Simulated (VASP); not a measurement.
Write the native input for VASP 6.6.1 that does the following.

| Property | Result |
| --- | --- |
| Task | relaxation of cell and atoms |
| Functional | PBEsol |
| Potentials or basis | VASP PAW PBE potentials, release 64 (Sn_d, O) |
| Cutoff | 600 eV |
| k mesh | 6 × 6 × 8 |
| Occupations | gaussian, width 0.03 eV |
| Spin | no spin polarisation |
| Further INCAR settings | ALGO = Normal; EDIFF = 1e-06; IBRION = 2; EDIFFG = -0.01; NSW = 90; ISIF = 3 |

The structure of SnO2 lies in POSCAR:

```
SnO2
1.0
    4.7380000000      0.0000000000      0.0000000000
    0.0000000000      4.7380000000      0.0000000000
    0.0000000000      0.0000000000      3.1865000000
Sn O
2 4
Direct
    0.0000000000      0.0000000000      0.0000000000
    0.5000000000      0.5000000000      0.5000000000
    0.3071000000      0.3071000000      0.0000000000
    0.1929000000      0.8071000000      0.5000000000
    0.6929000000      0.6929000000      0.0000000000
    0.8071000000      0.1929000000      0.5000000000
```

The input as run:

INCAR

```
ALGO = Normal ; EDIFF = 1E-6
EDIFFG = -0.01 ; ENCUT = 600
GGA = PS ; IBRION = 2
ISIF = 3 ; ISMEAR = 0
KPAR = 2 ; LASPH = True
LCHARG = False ; LREAL = False
LWAVE = False ; NELM = 80
NSW = 90 ; PREC = Accurate
SIGMA = 0.03
```

KPOINTS

```
k-points
0
Gamma
  6 6 8
```

Potentials or basis: VASP PAW PBE potentials, release 64 (Sn_d, O).

The run is started by

```console
$ cat potpaw_PBE.64/Sn_d/POTCAR potpaw_PBE.64/O/POTCAR > POTCAR
$ mpirun -np 2 vasp_std > vasp.out
```

It gave:

```json
{
 "Relaxed volume": "12.20 Å³/atom",
 "Relaxed cell": "a = 4.771 Å, b = 4.771 Å, c = 3.217 Å, α = 90.00°, β = 90.00°, γ = 90.00°",
 "Space group after relaxing (to 0.05 Å)": "P4_2/mnm (No. 136)",
 "Energy gained by relaxing": "5.0 meV/atom",
 "Ionic steps": "5",
 "Pressure after relaxing": "0.0 GPa",
 "Largest force after relaxing": "0.008 eV/Å",
 "Band gap on the k mesh": "0.89 eV, direct"
}
```

Caveat: the PAW data sets were made with another functional, which shifts forces and pressure a little; spin-orbit coupling is left out, which moves the levels of the heavy elements.

Wall time 100 s on 2 MPI ranks on Intel(R) Xeon(R) 6975P-C (Granite Rapids), on a shared host, peak memory 0.27 GiB a rank.
